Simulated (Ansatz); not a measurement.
# Mg: the cost of one run

Method: DFT PBE, scalar-relativistic, plane waves, PAW, in Ansatz 0.2.0.

This is Mg in the bcc structure; at room conditions it is hcp.

1 further run of the same task is left out (it didn't finish).

### Step 1. The starting structure

It takes space group Im-3m (No. 229, cubic). The conventional cell has a = 3.546 Å, b = 3.546 Å, c = 3.546 Å, α = 90.00°, β = 90.00°, γ = 90.00°. Mg (site symmetry m-3m) has 8 Mg at 3.07 Å as nearest neighbours.

As a file:

```cif
data_structure
_symmetry_space_group_name_H-M 'Im-3m'
_symmetry_Int_Tables_number 229
_cell_length_a 3.5455
_cell_length_b 3.5455
_cell_length_c 3.5455
_cell_angle_alpha 90.000
_cell_angle_beta 90.000
_cell_angle_gamma 90.000
_cell_volume 44.57
loop_
_atom_site_label
_atom_site_type_symbol
_atom_site_symmetry_multiplicity
_atom_site_Wyckoff_symbol
_atom_site_fract_x
_atom_site_fract_y
_atom_site_fract_z
_atom_site_occupancy
Mg1 Mg 2 a 0.00000 0.00000 0.00000 1
```

Source of the structure: the Materials Project (structure only).

(A quick probe on a coarse mesh, which set the mesh and smearing, is not shown.)

### Step 3. Relaxing cell and atoms

input.yaml

```yaml
crystal:
  lattice:
    - [-1.7727644967, 1.7727644967, 1.7727644967]
    - [1.7727644967, -1.7727644967, 1.7727644967]
    - [1.7727644967, 1.7727644967, -1.7727644967]
  atoms:
    - { symbol: Mg, position: [0.0, 0.0, 0.0] }
basis:
  ecutwfc: 420
kpoints:
  mp_grid: { grid: [16, 16, 16] }
hamiltonian:
  xc: pbe
scf:
  occupations: { method: gaussian, width: 0.1 }
output:
  forces: true
  stress: true
  eigenvalues: true
relax:
  adjacent_minimum: "off"
  f_tol: 0.005
  max_steps: 80
  cell: { stress_tol: 0.05 }
```

Run with:

```console
ansatz run input.yaml --threads 1 --pin off --max-ram 1331MiB --backend cpu --events-out ev --progress --plain --runs-dir out
```

Q: Estimate wall time and peak memory on 1 thread of Arm Neoverse N1, shared host.

About 14 s, with a peak of 0.35 GiB.
